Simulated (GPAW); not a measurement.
**AlNi3 in GPAW: convergence with convergence criteria**

Input of the first run (convergence criteria density=0.001 energy=0.01 eigenstates=0.0001); the others differ in this setting and in those tied to it:

File run.py:

```python
from ase.dft.bandgap import bandgap
from ase.io import read, write
from ase.units import GPa
from gpaw import GPAW, PW

atoms = read('POSCAR')
atoms.set_initial_magnetic_moments([1.0, 1.0, 1.0, 0.0])

calc = GPAW(mode=PW(600),
            xc='RPBE',
            kpts={'size': (6, 6, 6), 'gamma': True},
            occupations={'name': 'fermi-dirac', 'width': 0.05},
            nbands=45,
            convergence={'density': 0.001, 'energy': 0.01, 'eigenstates': 0.0001},
            maxiter=100,
            txt='gpaw.txt')
atoms.calc = calc
energy = atoms.get_potential_energy()
forces = atoms.get_forces()
stress = atoms.get_stress()
calc.write('gs.gpw')
write('result.traj', atoms)
print(f'Energy: {energy:.6f} eV')
print('Forces (eV/A):')
print(forces.round(4))
print('Stress (GPa):', (stress / GPa).round(3))
print('Moments:', calc.get_magnetic_moments().round(3))
print('Fermi level:', round(calc.get_fermi_level(), 4), 'eV')
print(f'Gap: {bandgap(calc)[0]:.4f} eV, direct: {bandgap(calc, direct=True)[0]:.4f} eV')
```

POSCAR

```
AlNi3
1.0
    3.5230547267      0.0000000000      0.0000000000
    0.0000000000      3.5230547267      0.0000000000
    0.0000000000      0.0000000000      3.5230547267
Ni Al
3 1
Direct
    0.5000000000      0.5000000000      0.0000000000
    0.5000000000      0.0000000000      0.5000000000
    0.0000000000      0.5000000000      0.5000000000
    0.0000000000      0.0000000000      0.0000000000
```

Potentials or basis: the program's PAW data sets (release 1.2.1) made for this functional, pw.

Launch:

```console
$ OMP_NUM_THREADS=1 python run.py
```

The cell is a database's computed one.

Hardware: 1 thread of Arm Neoverse V1 (shared host).

Q: The values tried are density=0.001 energy=0.01 eigenstates=0.0001, default, density=1e-05 energy=1e-05, density=1e-05 forces=0.0001, density=1e-06 energy=1e-06 eigenstates=1e-10, loosest first. From which on does the pressure stay within 0.1 GPa of the tightest run that finished?

A: From default on.

```tsv
convergence criteria	energy less the tightest run, at zero smearing (meV/atom)	pressure (GPa)	SCF cycles	CPU time (s)	peak memory (GiB)
density=0.001 energy=0.01 eigenstates=0.0001	-0.01	14.58	9	40	0.2
default	0.00	14.43	11	50	0.2
density=1e-05 energy=1e-05	0.00	14.44	13	54	0.2
density=1e-05 forces=0.0001	0.00	14.44	14	58	0.2
density=1e-06 energy=1e-06 eigenstates=1e-10	0.00	14.44	15	65	0.2
```

Against the tightest run, the energy stays within 1 meV/atom from density=0.001 energy=0.01 eigenstates=0.0001 on. The tightest run that finished is the yardstick and may itself not be fully converged.

Caveat, for the tightest run too: the stock nickel data set gives pressures a few GPa off other programs.
